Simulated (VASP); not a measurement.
# Hg (Cmcm) in VASP: single point with PBE

Aim: the single point of Hg with PBE.

Everything below comes from runs of VASP 6.6.1. Logs are shortened: lines on timing, memory, paths and dates and some standing lists are left out, and cuts for length are marked.

### Step 1. The structure

Symmetry: Cmcm, No. 63, orthorhombic system. The conventional cell has a = 3.597 Å, b = 6.245 Å, c = 5.587 Å, α = 90.00°, β = 90.00°, γ = 90.00°. Hg (site symmetry m2m) is surrounded by 12 Hg at 3.48 to 3.60 Å.

### Step 2. Single point, PBE

INCAR

```
ALGO     = Fast           # electronic algorithm
EDIFF    = 1E-7           # SCF threshold, eV
ENCUT    = 520            # plane-wave cutoff, eV
GGA      = PE             # functional
ISIF     = 2              # what is computed and relaxed
ISMEAR   = 0              # smearing method
LASPH    = T              # aspherical terms in the spheres
LCHARG   = F              # write CHGCAR
LREAL    = F              # projectors in reciprocal space
LWAVE    = F              # write WAVECAR
NBANDS   = 19             # bands
NELM     = 100            # most SCF steps
PREC     = Accurate       # precision mode
SIGMA    = 0.02           # smearing width, eV
```

KPOINTS

```
k-points
0
Gamma
  12 6 12
```

POSCAR

```
Hg
1.0
    3.5971275761      0.0000000000     -0.0041409480
    0.0000000000      5.5873772831      0.0000000000
   -1.7950698370      0.0000000000      3.1244254444
Hg
2
Direct
    0.6659197325      0.2500000000      0.8318537906
    0.3340802675      0.7500000000      0.1681462094
```

Potentials or basis: VASP PAW PBE potentials, release 64 (Hg).

On the command line:

```bash
$ cat potpaw_PBE.64/Hg/POTCAR > POTCAR
$ mpirun -np 1 vasp_std > vasp.out
```

OUTCAR:

```text
EDIFF = 1E-7
   ENCUT = 520
   GGA = PE
   ISIF = 2
   ISMEAR = 0
   LASPH = T
   LREAL = F
   NELM = 100
   PREC = Accurate

 ion  position               nearest neighbor table
   1  0.666  0.250  0.832-   2 3.48   2 3.48   2 3.48   2 3.48   2 3.48   2 3.48
   2  0.334  0.750  0.168-   1 3.48   1 3.48   1 3.48   1 3.48   1 3.48   1 3.48

  LATTYP: Found a simple monoclinic cell.
 ALAT       =     3.5971299596
 B/A-ratio  =     1.5532875781
 C/A-ratio  =     1.0017081906
 COS(beta)  =    -0.4991194845

  Lattice vectors:

 A1 = (   3.5971275761,   0.0000000000,  -0.0041409480)
 A2 = (   0.0000000000,  -5.5873772831,   0.0000000000)
 A3 = (  -1.8020577391,   0.0000000000,  -3.1202844964)

Analysis of symmetry for initial positions (statically):
=====================================================================
 Subroutine PRICEL returns:
 Original cell was already a primitive cell.

 Routine SETGRP: Setting up the symmetry group for a
 simple monoclinic supercell.

 Subroutine GETGRP returns: Found  4 space group operations
 (whereof  2 operations were pure point group operations)
 out of a pool of  4 trial point group operations.

The static configuration has the point symmetry S_2 .
 The point group associated with its full space group is C_2h.

Analysis of symmetry for dynamics (positions and initial velocities):
=====================================================================
 Subroutine PRICEL returns:
 Original cell was already a primitive cell.

 Routine SETGRP: Setting up the symmetry group for a
 simple monoclinic supercell.

 Subroutine GETGRP returns: Found  4 space group operations
 (whereof  2 operations were pure point group operations)
 out of a pool of  4 trial point group operations.

The dynamic configuration has the point symmetry S_2 .
 The point group associated with its full space group is C_2h.

 Subroutine INISYM returns: Found  4 space group operations
 (whereof  2 operations are pure point group operations),
 and found     1 'primitive' translations

----------------------------------------------------------------------------------------

                                     Primitive cell

  volume of cell :      62.7548

  direct lattice vectors                    reciprocal lattice vectors
     3.597127576  0.000000000 -0.004140948     0.278183579  0.000000000  0.159824250
     0.000000000  5.587377283  0.000000000     0.000000000  0.178974848  0.000000000
    -1.795069837  0.000000000  3.124425444     0.000368690  0.000000000  0.320270668

  length of vectors
     3.597129960  5.587377283  3.603374818     0.320826892  0.178974848  0.320270880

  position of ions in fractional coordinates (direct lattice)
     0.665919733  0.250000000  0.831853791
     0.334080267  0.750000000  0.168146209

  ion indices of the primitive-cell ions
   primitive index   ion index
                 1           1
                 2           2

----------------------------------------------------------------------------------------

 KPOINTS: k-points

Automatic generation of k-mesh.
 Grid dimensions read from file:
 generate k-points for:   12    6   12

 Generating k-lattice:

  Cartesian coordinates                     Fractional coordinates (reciprocal lattice)
     0.023181965  0.000000000  0.013318687     0.083333333  0.000000000  0.000000000
     0.000000000  0.029829141  0.000000000     0.000000000  0.166666667  0.000000000
     0.000030724  0.000000000  0.026689222     0.000000000  0.000000000  0.083333333

  Length of vectors
     0.026735574  0.029829141  0.026689240

  Shift w.r.t. Gamma in fractional coordinates (k-lattice)
     0.000000000  0.000000000  0.000000000

 Subroutine IBZKPT returns following result:
 ===========================================

 Found    296 irreducible k-points:

 Following reciprocal coordinates:
            Coordinates               Weight
  0.000000  0.000000  0.000000      1.000000
  0.083333  0.000000 -0.000000      2.000000
  0.166667  0.000000 -0.000000      2.000000
  0.250000  0.000000 -0.000000      2.000000
  0.333333  0.000000 -0.000000      2.000000
  0.416667  0.000000 -0.000000      2.000000
[... 16 lines left out ...]
  0.083333  0.500000 -0.000000      2.000000
  0.166667  0.500000 -0.000000      2.000000
 [... further k-points ...]
   k-points           NKPTS =    296   k-points in BZ     NKDIM =    296   number of bands    NBANDS=     19
   number of dos      NEDOS =    301   number of ions     NIONS =      2
   total plane-waves  NPLWV =  32928
   dimension x,y,z NGX =    28 NGY =   42 NGZ =   28
   dimension x,y,z NGXF=    56 NGYF=   84 NGZF=   56
   ions per type =               2
   NGX,Y,Z   is equivalent  to a cutoff of  12.94, 12.50, 12.92 a.u.
   NGXF,Y,Z  is equivalent  to a cutoff of  25.88, 24.99, 25.84 a.u.
 SYSTEM =  unknown system
   PREC   = accura    normal or accurate (medium, high low for compatibility)
   ISTART =      0    job   : 0-new  1-cont  2-samecut
   ICHARG =      2    charge: 1-file 2-atom 10-const
   ISPIN  =      1    spin polarized calculation?
   LNONCOLLINEAR =      F non collinear calculations
   LSORBIT =      F    spin-orbit coupling
   LASPH  =      T    aspherical Exc in radial PAW
   ENCUT  =  520.0 eV  38.22 Ry    6.18 a.u.   6.69 10.39  6.70*2*pi/ulx,y,z
   NELM   =    100;   NELMIN=  2; NELMDL= -5     # of ELM steps
   EDIFF  = 0.1E-06   stopping-criterion for ELM
   LREAL  =      F    real-space projection
   EDIFFG = 0.1E-05   stopping-criterion for IOM
   NSW    =      0    number of steps for IOM
   IBRION =     -1    ionic relax: 0-MD 1-quasi-New 2-CG
   NFREE  =      0    steps in history (QN), initial steepest desc. (CG)
   ISIF   =      2    stress and relaxation
   ISYM   =      2    0-nonsym 1-usesym 2-fastsym
   POTIM  = 0.5000    time-step for ionic-motion
   TEBEG  =    0.0;   TEEND  =   0.0 temperature during run
   PSTRESS=    0.0 pullay stress
   NELECT =      24.0000    total number of electrons
   NUPDOWN=      -1.0000    fix difference up-down
   EMIN   =  10.00;   EMAX   =-10.00  energy-range for DOS
   EFERMI =   0.00;   METHOD = LEGACY
   ISMEAR =     0;   SIGMA  =   0.02  broadening in eV -4-tet -1-fermi 0-gaus
   EFERMI_NEDOS =   21; number of points for ismear=-14 and -15
   IALGO  =     68    algorithm
   IMIX   =      4    mixing-type and parameters
     AMIX     =   0.40;   BMIX     =  1.00
     AMIX_MAG =   1.60;   BMIX_MAG =  1.00
  volume/ion in A,a.u.               =      31.38       211.75
  Fermi-wavevector in a.u.,A,eV,Ry     =   1.188310  2.245580 19.212518  1.412080
  Thomas-Fermi vector in A             =   2.324442
   LORBIT       =      0    0 simple, 1 ext, 2 COOP (PROOUT), +10 PAW based schemes
   GGA     = PE    functional components
   LHFCALC =     F    Hartree Fock is set to
   AEXX    =    0.0000 exact exchange contribution
   IVDW    =     0    specifies the selected vdW correction
   LEPSILON=     F    determine dielectric tensor
   LRPA    =     F    only Hartree local field effects (RPA)
 non-spin polarized calculation
 RMM-DIIS sequential band-by-band and
 Gauss-broadening in eV      SIGMA  =   0.02
  energy-cutoff  :      520.00
  volume of cell :       62.75
 maximum number of plane-waves:      1725
   NGX = 13   NGY = 21   NGZ = 13

 number of electron      24.0000005 magnetization

 Free energy of the ion-electron system (eV)
  ---------------------------------------------------
  ext. energy  EPLUGINS =         0.00000000
  ---------------------------------------------------
  free energy    TOTEN  =        -0.37625603 eV

  energy without entropy =       -0.37625603  energy(sigma->0) =       -0.37625603

 E-fermi :   0.3135     XC(G=0):  -9.3268

 val. band max:        0.1836522694   @ k =  -0.4167   0.0000   0.1667
 cond. band min:       0.5247291458   @ k =   0.0000   0.0000   0.0000
 fundamental gap:      0.3410768764
 Fermi energy:         0.3134945615

 k-point     1 :       0.0000    0.0000    0.0000
  band No.  band energies     occupation
      1      -6.1913      2.00000
      2      -5.8747      2.00000
      3      -5.3920      2.00000
      4      -5.3836      2.00000
      5      -5.3588      2.00000
      6      -5.3072      2.00000
[... 11 lines left out ...]
     18      12.7422      0.00000
     19      13.3777      0.00000

 k-point     2 :       0.0833    0.0000   -0.0000
  band No.  band energies     occupation
      1      -6.0800      2.00000
      2      -5.8349      2.00000
      3      -5.4297      2.00000
      4      -5.3552      2.00000
      5      -5.3125      2.00000
      6      -5.3015      2.00000
[... 11 lines left out ...]
     18      13.4925      0.00000
     19      14.0002      0.00000

 k-point     3 :       0.1667    0.0000   -0.0000
  band No.  band energies     occupation
      1      -5.8124      2.00000
      2      -5.7559      2.00000
      3      -5.4394      2.00000
      4      -5.3670      2.00000
      5      -5.3439      2.00000
      6      -5.3043      2.00000
[... 11 lines left out ...]
     18      12.6425      0.00000
     19      12.9932      0.00000

 k-point     4 :       0.2500    0.0000   -0.0000
  band No.  band energies     occupation
      1      -5.7513      2.00000
      2      -5.6705      2.00000
      3      -5.4797      2.00000
      4      -5.4016      2.00000
      5      -5.3402      2.00000
      6      -5.2111      2.00000
[... 11 lines left out ...]
     18      11.6757      0.00000
     19      12.4110      0.00000

 k-point     5 :       0.3333    0.0000   -0.0000
  band No.  band energies     occupation
      1      -5.8107      2.00000
      2      -5.6744      2.00000
      3      -5.6036      2.00000
      4      -5.4543      2.00000
      5      -5.2499      2.00000
      6      -5.1405      2.00000
[... 11 lines left out ...]
     18      11.2221      0.00000
     19      11.7333      0.00000
[... 334 lines left out ...]
      2      -5.7764      2.00000
      3      -5.6145      2.00000
      4      -5.5548      2.00000
      5      -5.3360      2.00000
      6      -4.9811      2.00000
[... 11 lines left out ...]
     18       9.4819      0.00000
     19      11.2760      0.00000

 k-point    22 :       0.0000    0.5000    0.0000
  band No.  band energies     occupation
      1      -5.6681      2.00000
      2      -5.6681      2.00000
      3      -5.4449      2.00000
      4      -5.4449      2.00000
      5      -5.4403      2.00000
      6      -5.4403      2.00000
[... 11 lines left out ...]
     18      11.5191      0.00000
     19      13.0205      0.00000

 k-point    23 :       0.0833    0.5000   -0.0000
  band No.  band energies     occupation
      1      -5.6149      2.00000
      2      -5.6149      2.00000
      3      -5.4625      2.00000
      4      -5.4625      2.00000
      5      -5.4156      2.00000
      6      -5.4156      2.00000
[... 11 lines left out ...]
     18      11.1599      0.00000
     19      12.7251      0.00000

 k-point    24 :       0.1667    0.5000   -0.0000
  band No.  band energies     occupation
      1      -5.5713      2.00000
      2      -5.5713      2.00000
      3      -5.4663      2.00000
      4      -5.4663      2.00000
      5      -5.3410      2.00000
      6      -5.3410      2.00000
[... 11 lines left out ...]
     18      10.4197      0.00000
     19      12.2607      0.00000

 [... further k-points ...]
[... 5 lines left out ...]
  --------------------------------------------------------------------------------------
  -------------------------------------------------------------------------------------
  Total        0.0071899      0.0367116      0.0032246      0.0000000      0.0000000      0.0000384
  in kB        0.1835645      0.9372755      0.0823258      0.0000000      0.0000000      0.0009792
  external PRESSURE =       0.4010553 kB  Pullay stress =       0.0000000 kB

 VOLUME and BASIS-vectors are now :
 -----------------------------------------------------------------------------
  energy-cutoff  :      520.00
  volume of cell :       62.75
      direct lattice vectors                 reciprocal lattice vectors
     3.597127576  0.000000000 -0.004140948     0.278183579  0.000000000  0.159824250
     0.000000000  5.587377283  0.000000000     0.000000000  0.178974848  0.000000000
    -1.795069837  0.000000000  3.124425444     0.000368690  0.000000000  0.320270668

 POSITION                                       TOTAL-FORCE (eV/Angst)
 -----------------------------------------------------------------------------------
      0.90216      1.39684      2.59631         0.000002      0.000000      0.000837
      0.89990      4.19053      0.52398        -0.000002      0.000000     -0.000837
 -----------------------------------------------------------------------------------
    total drift:                               -0.000000      0.000000     -0.000000

  FREE ENERGIE OF THE ION-ELECTRON SYSTEM (eV)
  ---------------------------------------------------
  free  energy   TOTEN  =        -0.3762560306 eV

  energy  without entropy=       -0.3762560306  energy(sigma->0) =       -0.37625603
```

Wall time 2.4 min (1 thread of Intel Xeon Platinum 8488C (Sapphire Rapids), shared host); peak memory 0.4 GiB.

Results:

```yaml
Free_energy: -0.3763 eV
Pressure: 0.0 GPa
Band_gap_on_the_k_mesh: 0.34 eV, indirect (least direct gap 1.32 eV)
```

Stress tensor (GPa, compression positive):
```
0.02 0.00 0.00
0.00 0.09 0.00
0.00 0.00 0.01
```

Caveat: spin-orbit coupling is left out, which moves the levels of the heavy elements. A k mesh can miss the band edges.
